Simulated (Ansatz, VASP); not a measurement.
**V: VASP beside Ansatz**

```
V
1.0
     0.00000    1.89500    1.89500
     1.89500    0.00000    1.89500
     1.89500    1.89500    0.00000
V
1
Direct
  0.00000 0.00000 0.00000
```

Alike in both runs: task relaxation of cell and atoms; functional PBE; k mesh 8 × 8 × 8; occupations gaussian, width 0.1 eV; no spin polarisation.

```csv
,VASP,Ansatz
version,VASP 6.6.1,Ansatz 0.2.0
potentials or method,"VASP PAW PBE potentials, release 64 (V_sv)","scalar-relativistic, plane waves, PAW"
plane-wave cutoff (eV),600,420
valence electrons in the cell,13,13
```

VASP gave:

* gap on the k mesh at the Fermi level, each at its own relaxed structure (eV): none
* relaxed volume (Å³/atom): 13.95
* relaxed cell length with the largest relative difference (Å): 2.702
* energy change over the relaxation (meV/atom): -5

Problem. Which values does Ansatz return?

Solution. gap on the k mesh at the Fermi level, each at its own relaxed structure (eV): none; relaxed volume (Å³/atom): 13.93; relaxed cell length with the largest relative difference (Å): 2.701; energy change over the relaxation (meV/atom): -4.

A gap of «none» marks a metal or a gap that the smearing closes.

PBE usually gives volumes a little too large and moduli too small. Zero-point motion and thermal expansion aren't in these numbers.
